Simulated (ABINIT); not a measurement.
TiSe, 4 atoms in the cell. It takes space group P6_3/mmc (No. 194, hexagonal). Conventional cell: a = 3.559 Å, b = 3.559 Å, c = 6.220 Å, α = 90.00°, β = 90.00°, γ = 120.00°. Se (site symmetry -6m2) is surrounded by 6 Ti at 2.58 Å. Ti (site symmetry -3m) is surrounded by 6 Se at 2.58 Å. 

* Program: ABINIT 10.8.3 (patched build)
* Task: positron lifetime
* Functional: LDA
* Potentials or basis: JTH PAW LDA v2.0
* Cutoff: 354 eV
* k mesh: 6 × 6 × 4
* Occupations: fermi-dirac, width 0.05 eV
* Spin: no spin polarisation
* Electron-positron correlation: Boronski-Nieminen LDA, zero positron density
* Fine-grid cutoff: 707.496 eV

Potentials or basis: JTH PAW LDA v2.0.

Command:

```sh
$ abinit run.abi > log 2>&1
```

Hardware: 1 thread of Arm Neoverse V2 (shared host).

Q: Estimate the wall time of this run.

A: Wall time 21 s on 1 thread of Arm Neoverse V2, on a shared host, peak memory 0.08 GiB. Counts: scf iterations 22, mpi ranks 1, k points 21, bands 22, plane waves 1051.
